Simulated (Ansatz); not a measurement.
# MnO: the cost of one run

Program: Ansatz 0.2.0. Level of theory: DFT PBE+U (U_eff = 7 eV on Mn d), plane waves, PAW. These are calculated values, not measurements.

### Step 1. The system as given

Symmetry: P6_3/mmc, No. 194, hexagonal system. The conventional cell has a = 3.329 Å, b = 3.329 Å, c = 4.640 Å, α = 90.00°, β = 90.00°, γ = 120.00°. Around Mn (site symmetry -3m) lie 6 O at 2.24 Å and 2 Mn at 2.32 Å. O (site symmetry -6m2) is surrounded by 6 Mn at 2.24 Å.

Structure file:

```cif
data_structure
_symmetry_space_group_name_H-M 'P 1'
_symmetry_Int_Tables_number 1
_cell_length_a 3.3288
_cell_length_b 3.3288
_cell_length_c 4.6395
_cell_angle_alpha 90.000
_cell_angle_beta 90.000
_cell_angle_gamma 120.000
_cell_volume 44.52
loop_
_atom_site_label
_atom_site_type_symbol
_atom_site_fract_x
_atom_site_fract_y
_atom_site_fract_z
_atom_site_occupancy
Mn1 Mn 0.00000 0.00000 0.00000 1
Mn2 Mn 0.00000 0.00000 0.50000 1
O1 O 0.33333 0.66667 0.25000 1
O2 O 0.66667 0.33333 0.75000 1
```

Magnetic order typed: opposed in the cell.

An earlier series on this cell reached its lowest free state from «random orbitals: fully mixed, first filling», perhaps among other starts.

### Step 2. From atoms, default search

input.yaml

```yaml
crystal:
  lattice:
    - [3.32880696, 0.0, 0.0]
    - [-1.66440348, 2.88283139, 0.0]
    - [0.0, 0.0, 4.63954194]
  atoms:
    - { symbol: Mn, position: [0.0, 0.0, 0.0], spin: 5.0, spin_axis: [0.0, 0.0, 1.0] }
    - { symbol: Mn, position: [0.0, 0.0, 0.5], spin: 5.0, spin_axis: [0.0, 0.0, -1.0] }
    - { symbol: O, position: [0.3333333333, 0.6666666667, 0.25] }
    - { symbol: O, position: [0.6666666667, 0.3333333333, 0.75] }
basis:
  ecutwfc: 420
  ecutrho_ratio: 4
kpoints:
  mp_grid: { grid: [7, 7, 4] }
hamiltonian:
  xc: pbe
  hubbard:
    sites: [{ site: 0, l: d, u_eff: 7.0 }, { site: 1, l: d, u_eff: 7.0 }]
scf:
  occupations: { method: gaussian, width: 0.05 }
output:
  forces: true
  stress: true
  eigenvalues: true
  populations: true
  hubbard: { sites: [{ site: 0, l: d }, { site: 1, l: d }] }
  write_density: true
  write_potential: true
  elf: true
  volumetric_format: npy
magnetization:
  noncollinear: true
  spin_orbit: true
```

This run includes spin–orbit coupling.

On the command line:

```console
$ ansatz run input.yaml --threads 4 --pin off --max-ram 6144MiB --backend cpu --events-out ev --progress --plain --runs-dir out
```

Q: Estimate wall time and peak memory on 4 threads of Arm Neoverse N1, shared host.

About 22 s, with a peak of 0.67 GiB.
